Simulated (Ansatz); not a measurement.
PbSe: energy less free atoms and pressure against volume scale

Results calculated with Ansatz 0.2.0, not measured. Periodic Kohn-Sham DFT of a crystal at fixed atoms, scaled to volume_scale times the given cell; pressure positive in compression, energy less spherical unpolarised free atoms, largest_vzz the field gradient of largest size among the nuclei.

The cell before it is scaled or strained (space group Fm-3m, No. 225):
```
cell vectors (Å)
   0.0000     3.1080     3.1080
   3.1080     0.0000     3.1080
   3.1080     3.1080     0.0000
atoms (fractions of the cell vectors)
Pb  0.00000  0.00000  0.00000
Se  0.50000  0.50000  0.50000
```

Settings of every row: method all-electron LAPW; functional PBE; relativity scalar; k mesh 10x10x10; filling fermi-dirac; smearing width 0.03 eV; basis error target 0.5 meV/atom; nucleus gaussian.

Atom start moment: 0 on all atoms.

Limits: no spin-orbit coupling on heavy atoms; small gap, it may come from the mesh.

```csv
row,volume scale,V (Å³/atom),energy less free atoms (eV/atom),pressure (GPa)
1,0.95,28.521,-4.0764,2.745
2,0.975,29.272,-4.0858,1.306
3,1,30.021,?,?
4,1.025,30.773,-4.0865,-1.047
5,1.05,31.523,-4.0793,-2.004
```

Question: what energy less free atoms and pressure should row 3 give?

Worked fit of energy less free atoms. Take u = (V_r/V)^(2/3) − 1 with V_r = 30.023 Å³ an atom, which is twice the finite (Eulerian) strain; such expansions in the strain, on which the Birch-Murnaghan equation of state is built, carry the rest volume and the bulk modulus. The shown rows have u = 0.03481, 0.01703, -0.01631, -0.03198. Least squares give energy less free atoms = −4.0889 + 0.0152 × u + 9.873 × u² eV/atom; a straight line predicts inner rows, each left out in turn, worse (root mean square 0.0064 against 5.3e-05 eV/atom). All shown rows lie on it to the printed digit. Its lowest point lies at u = -0.0008, or V = 30.06 Å³ an atom, and the curvature there gives the bulk modulus at fixed shape and fractions, B = (4/9)(1 + u)² E″(u)/V = 46.7 GPa. The withheld row has u = 4e-05, so the fit gives −4.0889 + 0.0152 × (4e-05) + 9.873 × (4e-05)² = -4.0889 eV/atom.

The calculation gave -4.0889 eV/atom. The fit meets it to the printed digit.

Worked fit of pressure. Take u = (V_r/V)^(2/3) − 1 with V_r = 30.023 Å³ an atom, which is twice the finite (Eulerian) strain; such expansions in the strain, on which the Birch-Murnaghan equation of state is built, carry the rest volume and the bulk modulus. The shown rows have u = 0.03481, 0.01703, -0.01631, -0.03198. Least squares give pressure = 0.0488 + 70.52 × u + 198.67 × u² GPa; a straight line predicts inner rows, each left out in turn, worse (root mean square 0.13 against 0.0036 GPa). The rows lie off it by 0.001, -0.001, 0.002, -0.001. The pressure vanishes at u = -0.0007, or V = 30.05 Å³ an atom, and there the bulk modulus at fixed shape and fractions is B = −V dP/dV = (2/3)(1 + u) dP/du = 46.8 GPa. The withheld row has u = 4e-05, so the fit gives 0.0488 + 70.52 × (4e-05) + 198.67 × (4e-05)² = 0.052 GPa.

The calculation gave 0.049 GPa. The fit lies 0.003 GPa (6.1 % of the value, 0.063 % of the column's range) above it; its largest miss of a shown row is 0.002 GPa.
